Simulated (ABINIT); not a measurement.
# Quasiparticle gap of CdS (Hawleyite) in ABINIT, part 2 of 3

Aim: the G0W0 gap of CdS (Hawleyite) on LDA, step by step.

ABINIT 10.8.3; LDA and many-body steps on it, plane waves. Known limits of the many-body steps: not at the basis limit; no spin-orbit coupling; coarse k mesh.

So far. Step 2 (Ground state): The gap is direct, at Γ.

## 3. Bands along the symmetry lines

Level of this step: DFT, LDA, plane waves, norm-conserving pseudopotentials (ABINIT).

The cheap functional maps the bands first; the places of the edges decide which points the dearer methods must see.

Contents of run.abi:

```
acell 3*1.0 Angstrom
rprim 
  -0.000000000000 2.916500000000 2.916500000000
  2.916500000000 -0.000000000000 2.916500000000
  2.916500000000 2.916500000000 -0.000000000000
ntypat 2
znucl 48 16
natom 2
typat 1 2
xred 
  0.000000000000 0.000000000000 0.000000000000
  0.250000000000 0.250000000000 0.250000000000
pp_dirpath "pseudos"
pseudos "Cd.upf, S.upf"
ecut 47
iscf -2
irdden 1
kptopt 0
nkpt 50
kpt 
  0.00000000 0.00000000 0.00000000
  -0.06250000 -0.06250000 0.00000000
  -0.12500000 -0.12500000 0.00000000
  -0.18750000 -0.18750000 0.00000000
  -0.25000000 -0.25000000 0.00000000
  -0.31250000 -0.31250000 0.00000000
  -0.37500000 -0.37500000 0.00000000
  -0.43750000 -0.43750000 0.00000000
  -0.50000000 -0.50000000 0.00000000
  -0.48437500 -0.48437500 0.03125000
  -0.46875000 -0.46875000 0.06250000
  -0.45312500 -0.45312500 0.09375000
  -0.43750000 -0.43750000 0.12500000
  -0.42187500 -0.42187500 0.15625000
  -0.40625000 -0.40625000 0.18750000
  -0.39062500 -0.39062500 0.21875000
  -0.37500000 -0.37500000 0.25000000
  -0.37500000 0.00000000 0.37500000
  -0.32812500 0.00000000 0.32812500
  -0.28125000 0.00000000 0.28125000
  -0.23437500 0.00000000 0.23437500
  -0.18750000 0.00000000 0.18750000
  -0.14062500 0.00000000 0.14062500
  -0.09375000 0.00000000 0.09375000
  -0.04687500 0.00000000 0.04687500
  0.00000000 0.00000000 0.00000000
  0.00000000 0.00000000 0.06250000
  0.00000000 0.00000000 0.12500000
  0.00000000 0.00000000 0.18750000
  0.00000000 0.00000000 0.25000000
  0.00000000 0.00000000 0.31250000
  0.00000000 0.00000000 0.37500000
  0.00000000 0.00000000 0.43750000
  0.00000000 0.00000000 0.50000000
  -0.06250000 -0.03125000 0.46875000
  -0.12500000 -0.06250000 0.43750000
  -0.18750000 -0.09375000 0.40625000
  -0.25000000 -0.12500000 0.37500000
  -0.31250000 -0.15625000 0.34375000
  -0.37500000 -0.18750000 0.31250000
  -0.43750000 -0.21875000 0.28125000
  -0.50000000 -0.25000000 0.25000000
  -0.50000000 -0.28125000 0.21875000
  -0.50000000 -0.31250000 0.18750000
  -0.50000000 -0.34375000 0.15625000
  -0.50000000 -0.37500000 0.12500000
  -0.50000000 -0.40625000 0.09375000
  -0.50000000 -0.43750000 0.06250000
  -0.50000000 -0.46875000 0.03125000
  -0.50000000 -0.50000000 0.00000000
istwfk *1
nband 23
nbdbuf 5
tolwfr 1e-07
nstep 50
prtwf 0
prtvol 0
indata_prefix "in"
outdata_prefix "out"
tmpdata_prefix "tmp"
```

On the command line:

```bash
OMP_NUM_THREADS=1 mpirun -n 4 abinit run.abi > log
```

Numbers of over 12 decimals in the logs are rounded to 6 here.

The log of the run:

```text
.Version 10.8.3 of ABINIT. v10.8.2 released Aug 2026.

 Symmetries : space group F-4 3 m (#216); Bravais cF (face-center cubic)
[... echo of the input left out ...]
== DATASET  1 ==================================================================
-   mpi_nproc: 4, omp_nthreads: 1 (-1 if OMP is not activated)

--- !DatasetInfo
iteration_state: {dtset: 1, }
dimensions: {natom: 2, nkpt: 50, mband: 23, nsppol: 1, nspinor: 1, nspden: 1, mpw: 5180, }
cutoff_energies: {ecut:  47.0, pawecutdg:  -1.0, }
electrons: {nelect:   2.60000000E+01, charge:   0.00000000E+00, occopt:   1.00000000E+00, tsmear:   1.00000000E-02, }

 Real(R)+Recip(G) space primitive vectors, cartesian coordinates (Bohr,Bohr^-1):
 R(1)=  0.0000000  5.5113862  5.5113862  G(1)= -0.0907213  0.0907213  0.0907213
 R(2)=  5.5113862  0.0000000  5.5113862  G(2)=  0.0907213 -0.0907213  0.0907213
 R(3)=  5.5113862  5.5113862  0.0000000  G(3)=  0.0907213  0.0907213 -0.0907213
 Unit cell volume ucvol=  3.3482088E+02 bohr^3
 Angles (23,13,12)=  6.00000000E+01  6.00000000E+01  6.00000000E+01 degrees

 getcut: wavevector=  0.0000  0.0000  0.0000  ngfft=  50  50  50
         ecut(hartree)=     47.000   => boxcut(ratio)=   2.07948

--- Pseudopotential description ------------------------------------------------
- Cd Generated using ONCVPSP code by D. R. Hamann
- 48.00000  20.00000  180309                  znucl, zion, pspdat
12 -1012 2 -1 1336                            pspcod,pspxc,lmax,lloc,mmax
     nproj     2     2     2
  pspatm : epsatm=   23.37058476
         --- l  ekb(1:nproj) -->
             0   94.865817    3.943170
             1    8.821348    1.309255
             2    2.251838   -0.763126
 pspatm: atomic psp has been read  and splines computed

- S Generated using ONCVPSP code by D. R. Hamann
- 16.00000   6.00000  180309                  znucl, zion, pspdat
12 -1012 2 -1 1132                            pspcod,pspxc,lmax,lloc,mmax
     nproj     2     2     2
  pspatm : epsatm=    8.64647033
         --- l  ekb(1:nproj) -->
[...]
pspatm: atomic psp has been read  and splines computed

--------------------------------------------------------------------------------

================================================================================
 prteigrs : about to open file out_EIG
 Non-SCF case, kpt    1 (  0.00000  0.00000  0.00000), residuals and eigenvalues=
  2.59E-08  4.46E-08  6.57E-08  9.09E-08  3.30E-08  2.95E-08  2.94E-08  5.07E-08
  2.25E-08  5.75E-08  3.14E-08  5.30E-08  9.38E-08  3.66E-08  3.69E-08  4.82E-08
  6.80E-08  7.45E-08  4.20E-08  1.23E-06  8.73E-08  4.61E-08  1.64E-06
 -3.5660E+00 -2.1385E+00 -2.1385E+00 -2.1385E+00 -3.0383E-01 -1.3413E-01
 -1.3413E-01 -1.3413E-01 -1.1628E-01 -1.1628E-01  1.5079E-01  1.5079E-01
  1.5079E-01  1.8240E-01  3.8360E-01  3.8360E-01  3.8360E-01  5.5736E-01
  5.6708E-01  5.6708E-01  6.2949E-01  6.2949E-01  6.2949E-01
[...]
5.7018E-01  6.0302E-01  6.5034E-01  6.5034E-01  6.5164E-01
[...]
Non-SCF case, kpt   49 ( -0.50000 -0.46875  0.03125), residuals and eigenvalues=
[...]
5.9779E-01  6.3397E-01  6.3399E-01  6.8870E-01  7.7087E-01
 Non-SCF case, kpt   50 ( -0.50000 -0.50000  0.00000), residuals and eigenvalues=
[...]
-1.2114E-01 -1.2114E-01 -1.1302E-01 -9.9922E-02  1.5892E-03  8.0196E-02
  8.0196E-02  2.7251E-01  3.0330E-01  4.7844E-01  5.3765E-01  5.3765E-01
  5.9381E-01  6.3419E-01  6.3419E-01  6.8468E-01  7.7297E-01

--- !ResultsGS
iteration_state: {dtset: 1, }
comment   : Summary of ground state results
lattice_vectors:
- [ -0.0000000,   5.5113862,   5.5113862, ]
- [  5.5113862,  -0.0000000,   5.5113862, ]
- [  5.5113862,   5.5113862,  -0.0000000, ]
lattice_lengths: [   7.79428,    7.79428,    7.79428, ]
lattice_angles: [ 60.000,  60.000,  60.000, ] # degrees, (23, 13, 12)
lattice_volume:   3.3482088E+02
convergence: {deltae:  0.000E+00, res2:  0.000E+00, residm:  9.984E-08, diffor:  0.000E+00, }
etotal    :  -1.86388629E+02
entropy   :   0.00000000E+00
fermie    :   1.50789187E-01
cartesian_stress_tensor: null
pressure_GPa: null
xred      :
- [  0.0000E+00,   0.0000E+00,   0.0000E+00, Cd]
- [  2.5000E-01,   2.5000E-01,   2.5000E-01,  S]
cartesian_forces: null
force_length_stats: {min: null, max: null, mean: null, }

 Integrated electronic density in atomic spheres:
 ------------------------------------------------
 Atom  Sphere_radius  Integrated_density
[...]
================================================================================

 ----iterations are completed or convergence reached----

 Mean square residual over all n,k,spin=   51.615E-09; max=  99.836E-09
 reduced coordinates (array xred) for    2 atoms
       0.000000000000      0.000000000000      0.000000000000
       0.250000000000      0.250000000000      0.250000000000

 cartesian coordinates (angstrom) at end:
    1      0.000000     0.000000     0.000000
    2      1.458250     1.458250     1.458250
 length scales=  1.889726125908  1.889726125908  1.889726125908 bohr
              =  1.000000000000  1.000000000000  1.000000000000 angstroms
 prteigrs : about to open file out_EIG
 Eigenvalues (hartree) for nkpt=  50  k points:
 kpt#   1, nband= 23, wtk=  1.00000, kpt=  0.0000  0.0000  0.0000 (reduced coord)
[...]
kpt#   2, nband= 23, wtk=  1.00000, kpt= -0.0625 -0.0625  0.0000 (reduced coord)
[...]
kpt#   3, nband= 23, wtk=  1.00000, kpt= -0.1250 -0.1250  0.0000 (reduced coord)
[...]
kpt#  49, nband= 23, wtk=  1.00000, kpt= -0.5000 -0.4687  0.0313 (reduced coord)
[...]
0.53048    0.53809    0.59779    0.63397    0.63399    0.68870    0.77087
 kpt#  50, nband= 23, wtk=  1.00000, kpt= -0.5000 -0.5000  0.0000 (reduced coord)
  -3.56599   -2.13855   -2.13853   -2.13853   -0.28234   -0.12650   -0.12114   -0.12114
  -0.11302   -0.09992    0.00159    0.08020    0.08020    0.27251    0.30330    0.47844
   0.53765    0.53765    0.59381    0.63419    0.63419    0.68468    0.77297

== END DATASET(S) ==============================================================
================================================================================

 -outvars: echo values of variables after computation  --------
            nband          23
             nkpt          50
          spgroup         216
 [... the other variables as echoed above ...]

 Calculation completed.
```

Wall time 31 s (4 MPI ranks of Arm Neoverse V1, shared host); peak memory 0.37 GiB.

This step gave:

```yaml
gap: 0.8602 eV
k_of_the_valence_top: 0, 0, 0
k_of_the_conduction_bottom: 0, 0, 0
least_direct_gap: 0.8602 eV
```

The gap is 0.860 eV, as in the run before at this level.

Electronic bands along the path, in eV, zero at the top of the highest filled band:

```csv
point,band 10,band 11,band 12,band 13,band 14,band 15,band 16,band 17
Γ,-7.27,0.00,0.00,0.00,0.86,6.34,6.34,6.34
halfway,-7.22,-2.40,-1.05,-1.05,3.38,4.60,7.92,7.92
X,-6.82,-4.06,-1.92,-1.92,3.31,4.15,8.92,10.53
halfway,-6.76,-4.05,-2.20,-1.83,3.61,4.46,8.67,9.82
U,-6.68,-4.05,-2.60,-1.56,4.01,5.26,8.22,8.84
jump to K,-6.68,-4.05,-2.60,-1.56,4.01,5.26,8.22,8.84
halfway,-7.21,-2.85,-1.41,-0.44,3.39,5.88,6.54,7.09
Γ,-7.27,0.00,0.00,0.00,0.86,6.34,6.34,6.34
halfway,-7.26,-2.58,-0.41,-0.41,2.54,6.05,6.85,6.85
L,-6.89,-4.52,-0.77,-0.77,2.76,6.82,6.82,7.21
halfway,-6.77,-4.23,-1.99,-1.25,4.17,5.60,7.00,8.15
W,-6.63,-4.01,-2.33,-2.24,5.23,5.25,6.99,7.79
halfway,-6.72,-4.04,-2.14,-2.08,4.04,4.64,8.41,8.73
X,-6.82,-4.06,-1.92,-1.92,3.31,4.15,8.92,10.53
```

## 4. Empty states on the mesh, 4×4×4 mesh, 313 bands

The sums over transitions need many empty states on a uniform mesh; this step solves for them.

Contents of run.abi:

```
acell 3*1.0 Angstrom
rprim 
  -0.000000000000 2.916500000000 2.916500000000
  2.916500000000 -0.000000000000 2.916500000000
  2.916500000000 2.916500000000 -0.000000000000
ntypat 2
znucl 48 16
natom 2
typat 1 2
xred 
  0.000000000000 0.000000000000 0.000000000000
  0.250000000000 0.250000000000 0.250000000000
pp_dirpath "pseudos"
pseudos "Cd.upf, S.upf"
ecut 47
ngkpt 4 4 4
nshiftk 1
shiftk 0 0 0
kptopt 1
chksymbreak 0
iscf -2
irdden 1
istwfk *1
nband 313
nbdbuf 28
tolwfr 1e-09
nstep 60
prtvol 0
indata_prefix "in"
outdata_prefix "out"
tmpdata_prefix "tmp"
```

The log of the run:

```text
.Version 10.8.3 of ABINIT. v10.8.2 released Aug 2026.

 Symmetries : space group F-4 3 m (#216); Bravais cF (face-center cubic)
[... echo of the input left out ...]
== DATASET  1 ==================================================================
-   mpi_nproc: 4, omp_nthreads: 1 (-1 if OMP is not activated)

--- !DatasetInfo
iteration_state: {dtset: 1, }
dimensions: {natom: 2, nkpt: 8, mband: 313, nsppol: 1, nspinor: 1, nspden: 1, mpw: 5180, }
cutoff_energies: {ecut:  47.0, pawecutdg:  -1.0, }
electrons: {nelect:   2.60000000E+01, charge:   0.00000000E+00, occopt:   1.00000000E+00, tsmear:   1.00000000E-02, }

 Real(R)+Recip(G) space primitive vectors, cartesian coordinates (Bohr,Bohr^-1):
 R(1)=  0.0000000  5.5113862  5.5113862  G(1)= -0.0907213  0.0907213  0.0907213
 R(2)=  5.5113862  0.0000000  5.5113862  G(2)=  0.0907213 -0.0907213  0.0907213
 R(3)=  5.5113862  5.5113862  0.0000000  G(3)=  0.0907213  0.0907213 -0.0907213
 Unit cell volume ucvol=  3.3482088E+02 bohr^3
 Angles (23,13,12)=  6.00000000E+01  6.00000000E+01  6.00000000E+01 degrees

 getcut: wavevector=  0.0000  0.0000  0.0000  ngfft=  50  50  50
         ecut(hartree)=     47.000   => boxcut(ratio)=   2.07948

--- Pseudopotential description ------------------------------------------------
- Cd Generated using ONCVPSP code by D. R. Hamann
- 48.00000  20.00000  180309                  znucl, zion, pspdat
12 -1012 2 -1 1336                            pspcod,pspxc,lmax,lloc,mmax
     nproj     2     2     2
  pspatm : epsatm=   23.37058476
         --- l  ekb(1:nproj) -->
             0   94.865817    3.943170
             1    8.821348    1.309255
             2    2.251838   -0.763126
 pspatm: atomic psp has been read  and splines computed

- S Generated using ONCVPSP code by D. R. Hamann
- 16.00000   6.00000  180309                  znucl, zion, pspdat
12 -1012 2 -1 1132                            pspcod,pspxc,lmax,lloc,mmax
     nproj     2     2     2
  pspatm : epsatm=    8.64647033
         --- l  ekb(1:nproj) -->
[...]
pspatm: atomic psp has been read  and splines computed

--------------------------------------------------------------------------------

================================================================================
 prteigrs : about to open file out_EIG
 Non-SCF case, kpt    1 (  0.00000  0.00000  0.00000), residuals and eigenvalues=
  1.51E-10  1.04E-10  1.45E-10  2.20E-10  7.55E-11  1.69E-10  1.18E-10  5.48E-10
  6.40E-11  5.83E-10  4.28E-11  5.13E-11  3.05E-10  5.57E-10  2.71E-11  2.56E-10
  8.57E-10  3.21E-11  4.75E-11  1.95E-10  4.09E-11  5.77E-11  2.18E-10  3.57E-10
[...]
1.30E-03
 -3.5660E+00 -2.1385E+00 -2.1385E+00 -2.1385E+00 -3.0383E-01 -1.3413E-01
 -1.3413E-01 -1.3413E-01 -1.1628E-01 -1.1628E-01  1.5079E-01  1.5079E-01
  1.5079E-01  1.8240E-01  3.8360E-01  3.8360E-01  3.8360E-01  5.5736E-01
[...]
6.5829E+00  6.5981E+00  6.5981E+00  6.5981E+00  6.6043E+00  6.6552E+00
  6.6552E+00  6.7667E+00  6.7668E+00  6.7669E+00  6.8692E+00  6.8749E+00
  6.8829E+00
 prteigrs : prtvol=0 or 1, do not print more k-points.

--- !ResultsGS
iteration_state: {dtset: 1, }
comment   : Summary of ground state results
lattice_vectors:
- [ -0.0000000,   5.5113862,   5.5113862, ]
- [  5.5113862,  -0.0000000,   5.5113862, ]
- [  5.5113862,   5.5113862,  -0.0000000, ]
lattice_lengths: [   7.79428,    7.79428,    7.79428, ]
lattice_angles: [ 60.000,  60.000,  60.000, ] # degrees, (23, 13, 12)
lattice_volume:   3.3482088E+02
convergence: {deltae:  0.000E+00, res2:  0.000E+00, residm:  9.953E-10, diffor:  0.000E+00, }
etotal    :  -1.86388629E+02
entropy   :   0.00000000E+00
fermie    :   1.50789187E-01
cartesian_stress_tensor: null
pressure_GPa: null
xred      :
- [  0.0000E+00,   0.0000E+00,   0.0000E+00, Cd]
- [  2.5000E-01,   2.5000E-01,   2.5000E-01,  S]
cartesian_forces: null
force_length_stats: {min: null, max: null, mean: null, }

 Integrated electronic density in atomic spheres:
 ------------------------------------------------
 Atom  Sphere_radius  Integrated_density
[...]
================================================================================

 ----iterations are completed or convergence reached----

 Mean square residual over all n,k,spin=   29.810E-11; max=  99.526E-11
 reduced coordinates (array xred) for    2 atoms
       0.000000000000      0.000000000000      0.000000000000
       0.250000000000      0.250000000000      0.250000000000

 cartesian coordinates (angstrom) at end:
    1      0.000000     0.000000     0.000000
    2      1.458250     1.458250     1.458250
 length scales=  1.889726125908  1.889726125908  1.889726125908 bohr
              =  1.000000000000  1.000000000000  1.000000000000 angstroms
 prteigrs : about to open file out_EIG
 Eigenvalues (hartree) for nkpt=   8  k points:
 kpt#   1, nband=313, wtk=  0.01563, kpt=  0.0000  0.0000  0.0000 (reduced coord)
[...]
6.54033    6.54033    6.58294    6.58294    6.58294    6.59811    6.59811    6.59811
   6.60435    6.65519    6.65519    6.76674    6.76680    6.76694    6.86916    6.87492
   6.88289
 prteigrs : prtvol=0 or 1, do not print more k-points.

== END DATASET(S) ==============================================================
================================================================================

 -outvars: echo values of variables after computation  --------
            nband         313
             nkpt           8
          spgroup         216
 [... the other variables as echoed above ...]

 Calculation completed.
```

Elapsed: 4.1 min, on 4 MPI ranks; peak memory 0.56 GiB; 16 min of CPU time.

This step gave:

```yaml
gap: 0.8602 eV
k_of_the_valence_top: 0, 0, 0
k_of_the_conduction_bottom: 0, 0, 0
least_direct_gap: 0.8602 eV
k_points_computed: 8
lowest_point_of_the_top_converged_band_above_the_valence_top: 168.2319 eV
```

On this mesh the gap is 0.860 eV.

## 5. Screening, 4×4×4 mesh, 285 bands, screening to 244.9 eV

The RPA dielectric matrix is built and inverted for each q.

This step: RPA screening on LDA, plane waves, norm-conserving pseudopotentials.

Edit run.abi of step 4 so:

```diff
@@ -20,10 +20,11 @@
 chksymbreak 0
-iscf -2
-irdden 1
 istwfk *1
-nband 313
-nbdbuf 28
-tolwfr 1e-09
-nstep 60
-prtvol 0
+occopt 1
+irdwfk 1
+optdriver 3
+nband 285
+ecuteps 9
+inclvkb 2
+awtr 1
+symchi 1
 indata_prefix "in"
```

The log of the run:

```text
.Version 10.8.3 of ABINIT. v10.8.2 released Aug 2026.

 Symmetries : space group F-4 3 m (#216); Bravais cF (face-center cubic)
[... echo of the input left out ...]
== DATASET  1 ==================================================================
-   mpi_nproc: 4, omp_nthreads: 1 (-1 if OMP is not activated)

--- !DatasetInfo
iteration_state: {dtset: 1, }
dimensions: {natom: 2, nkpt: 8, mband: 285, nsppol: 1, nspinor: 1, nspden: 1, mpw: 5180, }
cutoff_energies: {ecut:  47.0, pawecutdg:  -1.0, }
electrons: {nelect:   2.60000000E+01, charge:   0.00000000E+00, occopt:   1.00000000E+00, tsmear:   1.00000000E-02, }

 SCREENING: Calculation of the susceptibility and dielectric matrices

 Based on a program developped by R.W. Godby, V. Olevano, G. Onida, and L. Reining.
 Incorporated in ABINIT by V. Olevano, G.-M. Rignanese, and M. Torrent.
.Using double precision arithmetic ; gwpc =  8

[... cell and pseudopotentials left out ...]
--------------------------------------------------------------------------------

 ==== K-mesh for the wavefunctions ====
 Number of points in the irreducible wedge :     8
[... list of points left out ...]
 Together with 24 symmetry operations and time-reversal symmetry
 yields    64 points in the full Brillouin Zone.

 ==== Q-mesh for the screening function ====
 Number of points in the irreducible wedge :     8
[... list of points left out ...]
 Together with 24 symmetry operations and time-reversal symmetry
 yields    64 points in the full Brillouin Zone.

 setmesh: FFT mesh size selected  =    36x   36x   36
          total number of points  =        46656

 vcoul_init : cutoff-mode = AUXILIARY_FUNCTION
 q-points for optical limit:   1
     1)      0.000010    0.000020    0.000030

- screening: taking advantage of time-reversal symmetry
- Maximum band index for partially occupied states nbvw = 13
- Remaining bands to be divided among processors   nbcw = 272
- Number of bands treated by each node ~68

 Number of electrons calculated from density =   26.0000; Expected =   26.0000
 average of density, n =  0.077653
 r_s =    1.4541
 omega_plasma =   26.8804 [eV]

 calculating chi0 at frequencies [eV] :
  1    0.000000E+00    0.000000E+00
  2    0.000000E+00    2.688042E+01

--------------------------------------------------------------------------------
  q-point number  1        q = ( 0.000000, 0.000000, 0.000000) [r.l.u.]
--------------------------------------------------------------------------------
[... chi0 elements left out ...]
 For q-point:  0.000010 0.000020 0.000030
  dielectric constant =  18.5004
  dielectric constant without local fields =  19.3642

  Average fulfillment of the sum rule on Im[epsilon] for q-point    1 :     86.09  [%]
[... wings left out ...]
  q-point number  2        q = ( 0.250000, 0.000000, 0.000000) [r.l.u.]
--------------------------------------------------------------------------------
[... chi0 elements left out ...]
  Average fulfillment of the sum rule on Im[epsilon] for q-point    2 :     91.30  [%]

 [... 6 further q-points ...]
```

It took 3.4 min on 4 MPI ranks; peak memory 2.5 GiB; 14 min of CPU time.

This step gave:

* ε∞ with local fields, on this mesh, along the program's q direction: 18.50
* the same without local fields: 19.36
* plasma frequency: 26.88 eV
* plane waves in the screening matrix: 411

Local fields lower ε∞ by 4 %. On a Γ-centred mesh this coarse the value itself is usually too large, while a short band sum pulls it down.

(Continued in part 3 of 3.)

[Paths, hosts, dates, memory and timing lines, banners, echoed tables and standing remarks are left out of the program output.]

[Logs are printed without paths, hosts, clocks, repeated set-up lines and the standing remarks that a program may print on its own settings, such as how far it seeks lower states.]

[Runs of the session that timed out or met a known fault of the program may be left out.]

[Hosts, paths, dates, database ids (printed as entryN), source tags and the programs' standing remarks are cut or masked in the printed files.]

[G0W0 gaps are taken among the corrected bands and points alone; a level outside them can change the order at an edge.]

[Where Ansatz stands beside ABINIT at settings called matched, ABINIT's density can come from a denser mesh and the files from another edition; pairs whose starting gaps differed by over 0.03 eV were left out, so agreement reads better than it is.]
